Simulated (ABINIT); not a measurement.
The system is SnO.

```
Sn O
1.0
     3.81370    0.00000    0.00000
     0.00000    3.81370    0.00000
     0.00000    0.00000    4.88691
Sn O
2 2
Direct
  0.50000 0.00000 0.76463
  0.00000 0.50000 0.23537
  0.00000 0.00000 0.00000
  0.50000 0.50000 0.00000
```

The cell is a database's computed one.

Base run:

| Property | Result |
| --- | --- |
| Program | ABINIT 10.8.3 (patched build) |
| Functional | revPBE |
| Potentials or basis | JTH PAW PBE v2.0 |
| Cutoff | 762 eV |
| k mesh | 7 × 7 × 6 |
| Occupations | fermi-dirac, width 0.05 eV |
| Spin | no spin polarisation |

Its results: band gap on the k mesh 0.38 eV, indirect (least direct gap 2.05 eV); pressure 4.6 GPa; largest force 0.486 eV/Å.

Task: After a change of settings the same cell gave: band gap on the k mesh 0.60 eV, indirect (least direct gap 2.20 eV); pressure 7.2 GPa; largest force 0.526 eV/Å. Which change was it?
A. functional from revPBE to RPBE
B. functional from revPBE to LDA
C. functional from revPBE to PBEsol
D. functional from revPBE to BLYP

Result: D.

Caveats: the PAW data sets were made with another functional, which shifts forces and pressure a little; spin-orbit coupling is left out, which moves the levels of the heavy elements; the mesh misses the band edges, which the band path finds closer together.

Runs at the PBE level aren't shown here.
